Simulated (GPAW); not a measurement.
Runs of GPAW 26.7.0 on Ge. Symmetry: P6_3/mmc, No. 194, hexagonal system. Conventional cell: a = 3.998 Å, b = 3.998 Å, c = 6.599 Å, α = 90.00°, β = 90.00°, γ = 120.00°. Ge (site symmetry 3m) has 4 Ge at 2.45 to 2.47 Å as nearest neighbours. This isn't the form of Ge at room conditions, which is diamond.

```csv
task,level,potentials or basis,spin,k mesh,band path,band points,spin axis theta (degrees),spin axis phi (degrees),soc after scf,pressure (GPa),largest force (eV/Å)
band structure,r2SCAN,"GPAW PAW data sets (gpaw-data 1.2.1), pw",off,6 × 6 × 4,"GMKGALHA,LM,KH",60,-,-,-,0.0,-
band structure,PBEsol,"PAW data sets generated in the run's folder for this functional, pw","SOC, no magnetisation",8 × 8 × 4,"GMKGALHA,LM,KH",100,54.7,45,second variation,0.3,0.01
band structure,LDA,"the program's PAW data sets (release 1.2.1) made for this functional, pw",off,6 × 6 × 4,"GMKGALHA,LM,KH",60,-,-,-,(a),-
band structure,PBEsol,"PAW data sets generated in the run's folder for this functional, pw",off,8 × 8 × 4,"GMKGALHA,LM,KH",100,-,-,-,0.3,0.01
```

Alike in all rows: cell as given; cutoff (eV) 600; smearing fermi-dirac 0.05 eV.

Q: Fill in the values left out.

A: (a) -1.5.

Caveats: the PAW data sets were made with another functional, which shifts forces and pressure a little (some runs); spin-orbit coupling was added after a scalar SCF, so levels and gaps hold it while energy, forces, pressure and moments don't (some runs).

Runs at the PBE level aren't shown here.
